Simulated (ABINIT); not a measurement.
Runs of ABINIT 10.8.3 (patched build) on La2O3. It takes space group P-3m1 (No. 164, trigonal). Conventional cell: a = 3.931 Å, b = 3.931 Å, c = 6.112 Å, α = 90.00°, β = 90.00°, γ = 120.00°. Around La (site symmetry 3m) lie 4 O at 2.36 to 2.44 Å. Around O (site symmetry -3m) lie 6 La at 2.72 Å. Around O (site symmetry 3m) lie 4 La at 2.36 to 2.44 Å. The cell is a database's computed one.

```csv
task,level,potentials or basis,cell,k mesh,cutoff (eV),smearing,fine-grid cutoff,cutoff smearing ecutsm (Ha),stop of the response cycle (tolvrs),acoustic sum rule (asr),cell freedom (optcell),gap on the mesh (eV),pressure (GPa),largest force (eV/Å)
single point,PBE,PseudoDojo NC SR PBE v0.4.1 standard,as given,6 × 6 × 4,1687,fermi-dirac 0.05 eV,-,-,-,-,-,(a),1.5,0.01
single point,LDA,JTH PAW LDA v2.0,as given,6 × 6 × 4,517,fermi-dirac 0.05 eV,1034.03 eV,-,-,-,-,(b),-5.8,0.10
phonons,LDA,JTH PAW LDA v2.0,cell relaxed at zero pressure by an earlier run,"6 × 6 × 4, shifted",626,fixed,1224.51 eV,0.5,1e-08,2,-,-,0.0,-
single point,LDA,JTH PAW LDA v2.0,cell relaxed,6 × 6 × 4,626,fermi-dirac 0.05 eV,1224.51 eV,-,-,-,-,3.74,-0.1,-
phonons,LDA,JTH PAW LDA v2.0,as given,"6 × 6 × 4, shifted",517,fixed,1034.03 eV,-,1e-08,1,-,-,-5.8,0.10
relaxation of cell and atoms,LDA,JTH PAW LDA v2.0,relaxed,6 × 6 × 4,626,fermi-dirac 0.05 eV,1224.51 eV,0.5,-,-,2,3.74,0.0,-
```

Alike in all rows: no spin polarisation.

Estimate the missing entries.

(a) 3.85; (b) 3.73.

Caveats: spin-orbit coupling is left out, which moves the levels of the heavy elements (some runs); the cell is more than 3 GPa from zero pressure, which shifts response properties (some runs).

A k mesh can miss the band edges, and the runs leave out spin-orbit coupling on La.
